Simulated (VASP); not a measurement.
Set up this calculation in VASP 6.6.1, as the native input.

| Property | Result |
| --- | --- |
| Task | single point |
| Functional | PBE |
| Potentials or basis | VASP PAW PBE potentials, release 64 (In_d_GW, As_GW) |
| Cutoff | 500 eV |
| k mesh | 4 × 4 × 4 |
| Occupations | gaussian, width 0.02 eV |
| Spin | no spin polarisation |
| Further INCAR settings | ALGO = Normal; EDIFF = 1e-07; NBANDS = 16 |

The structure of InAs lies in POSCAR:

```
InAs
1.0
    0.0000000000      3.0180000000      3.0180000000
    3.0180000000      0.0000000000      3.0180000000
    3.0180000000      3.0180000000      0.0000000000
In As
1 1
Direct
    0.0000000000      0.0000000000      0.0000000000
    0.7500000000      0.7500000000      0.7500000000
```

These files were run (other wordings do the same):

INCAR

```
SYSTEM = InAs
PREC = Accurate
ENCUT = 500
EDIFF = 1E-7
ISMEAR = 0
SIGMA = 0.02
LREAL = .FALSE.
LASPH = .TRUE.
NELM = 80
ALGO = Normal
ISIF = 2
LWAVE = .FALSE.
LCHARG = .FALSE.
GGA = PE
NBANDS = 16
```

KPOINTS

```
Automatic mesh
0
G
  4 4 4
  0 0 0
```

Potentials or basis: VASP PAW PBE potentials, release 64 (In_d_GW, As_GW).

Run with:

```sh
$ cat potpaw_PBE.64/In_d_GW/POTCAR potpaw_PBE.64/As_GW/POTCAR > POTCAR
$ mpirun -np 1 vasp_std > vasp.out
```

It gave:

```json
{"Pressure": "4.9 GPa", "Band gap on the k mesh": "none (metal or under the smearing width)"}
```

Caveat: the k mesh is coarse (spacing up to 0.45 Å⁻¹), so the values aren't converged; this crystal is a semiconductor, whose small gap the functional closes, so the metal is an error of the method.

Wall time 7.9 s on 1 thread of Intel(R) Xeon(R) Platinum 8488C (Sapphire Rapids), on a shared host, peak memory 0.18 GiB.
